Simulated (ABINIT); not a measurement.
Input of an ABINIT 10.8.3 (patched build) run:

File run.abi:

```
pp_dirpath "./"
pseudos "Te.LDA_PW-JTH.xml, Cd.LDA_PW-JTH.xml"

acell 8.5652865883 8.5652865883 8.5652865883
rprim
     0.0000000000     0.7071067812     0.7071067812
     0.7071067812     0.0000000000     0.7071067812
     0.7071067812     0.7071067812     0.0000000000
ntypat 2
znucl 52 48
natom 2
typat 1 2
xcart
     4.8075000000     4.8075000000     4.8075000000
     0.0000000000     0.0000000000     0.0000000000 Angstrom

ecut 12.0
pawecutdg 24.0

kptopt 1
ngkpt 5 5 5
nshiftk 1
shiftk 0.0 0.0 0.0

ixc 7

nband 13
occopt 3
tsmear 0.05 eV

nstep 100
tolvrs 1.0e-9

iomode 3
prtwf 0
prtden 0
prteig 0
prtebands 0
enunit 1
```

Potentials or basis: JTH PAW LDA v2.0.

The run is started by

```sh
$ abinit run.abi > log 2>&1
```

Predict the band gap on the k mesh.

0.61 eV, direct.

Caveat: spin-orbit coupling is left out, which moves the levels of the heavy elements.

**Experimental background.**

From a printed reference work, data compilation, for a bulk crystal of CdTe at 0 K: band gap 1.607 eV.

Against the measured gap of CdTe, 1.607 eV (0 K; a printed reference work, data compilation), the calculated 0.61 eV is off by -1.00 eV. Spin-orbit coupling on Cd, Te is left out. The value is that of LDA, without temperature or zero-point motion. Semilocal functionals fall short of measured gaps as a rule.
